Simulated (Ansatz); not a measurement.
Runs of Ansatz 0.2.0 on Te2Mo. Symmetry: P6_3/mmc, No. 194, hexagonal system. Conventional cell: a = 3.518 Å, b = 3.518 Å, c = 13.974 Å, α = 90.00°, β = 90.00°, γ = 120.00°. Te (site symmetry 3m) is surrounded by 3 Mo at 2.72 Å. Mo (site symmetry -6m2) has 6 Te at 2.72 Å as nearest neighbours. 

```csv
task,level,potentials or basis,spin,cutoff (eV),points for each segment of the path,gap on the mesh (eV),pressure (GPa),V0 of scaled cells (Å³/atom),B0 (GPa),largest force (eV/Å)
band structure,r2SCAN,Ansatz PAW,off,500,14,0.89,2.2,-,-,(d)
band structure,SVWN5,Ansatz PAW,off,420,14,(b),-3.1,-,-,0.30
equation of state,PBEsol,Ansatz PAW,"SOC, no magnetisation",420,-,-,-,24.71,104,-
band structure,PBE,SPMS NC,off,680,14,0.77,3.3,-,-,(a)
equation of state,LDA,Ansatz PAW,"SOC, no magnetisation",420,-,-,-,(c),109,-
```

Alike in all rows: cell as given; k mesh 9 × 9 × 2; smearing fermi-dirac 0.05 eV.

**Question.** Estimate the missing entries.

**Answer.** (a) 0.23; (b) 0.76; (c) 24.26; (d) 0.08.

Caveats: the k mesh misses the band edges, so the gap on the mesh is wider than the one along the path (some runs); spin-orbit coupling is left out, which moves the levels of the heavy elements (some runs); the PAW data sets come from PBE, with cores solved anew for the run's functional, which leaves a small shift of forces and pressure (some runs); the cell was scaled at fixed shape and fractional positions, which overstates the stiffness of a crystal with free parameters, most of all of layers and chains (some runs); this functional lacks dispersion, which binds the layers, so the pressure and a relaxed spacing across them are unreliable (some runs).

A k mesh can miss the band edges, and rows without SOC leave out spin-orbit coupling on Mo, Te.
